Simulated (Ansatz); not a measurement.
**NbN: the relaxed cell by functional**

The starting cell is an entry of the Crystallography Open Database (1972):

```
Nb N
1.0
     0.00000    2.19450    2.19450
     2.19450    0.00000    2.19450
     2.19450    2.19450    0.00000
Nb N
1 1
Direct
  0.50000 0.50000 0.50000
  0.00000 0.00000 0.00000
```

Atoms and cell were relaxed at zero pressure with plane-wave PAW DFT (Ansatz 0.2.0; one set of PAW datasets, made under PBE, for all functionals; 420 eV, r2SCAN 500 eV; 12×12×12 Γ-centred mesh, fermi-dirac occupations of width 0.100 eV; no spin polarisation, no spin-orbit coupling, no dispersion correction), keeping the symmetry (Fm-3m, No. 225).

Q: Which functional gives the smallest cell, and how wide is the spread?

A: The relaxed conventional cells:

```
functional  a (Å)  volume (Å³/atom)  formation energy (eV/atom)
       LDA  4.356             10.33                      -1.366
    PBEsol  4.381             10.51                      -1.159
       PBE  4.422             10.81                      -0.954
    r2SCAN  4.413             10.74                      -1.103
 the entry  4.389             10.57                           –
```

LDA gives the smallest volume and PBE the largest, 4.6 % more, the usual order, since LDA overbinds and PBE's gradient terms loosen the lattice. Against the entry's volume: LDA -2.2 %, PBEsol -0.5 %, PBE +2.3 %, r2SCAN +1.6 %. No verdict is drawn from this: such phases often miss the ideal composition, so the entry may be off as well as the functionals. The formation energies span 0.41 eV an atom, lowest under LDA. Under PBE another structure of this formula that we computed lies 156 meV an atom lower, though PBE can misorder polymorphs.

Caveats: each relaxation keeps the start's symmetry, so a distorted cell may lie lower; computed cells are at 0 K with fixed nuclei, while the entry holds thermal expansion, often some tenths of a per cent in volume and more in soft crystals; formation energies are at zero smearing against the elements' usual phases under the same functional, gases as free molecules, uncorrected.
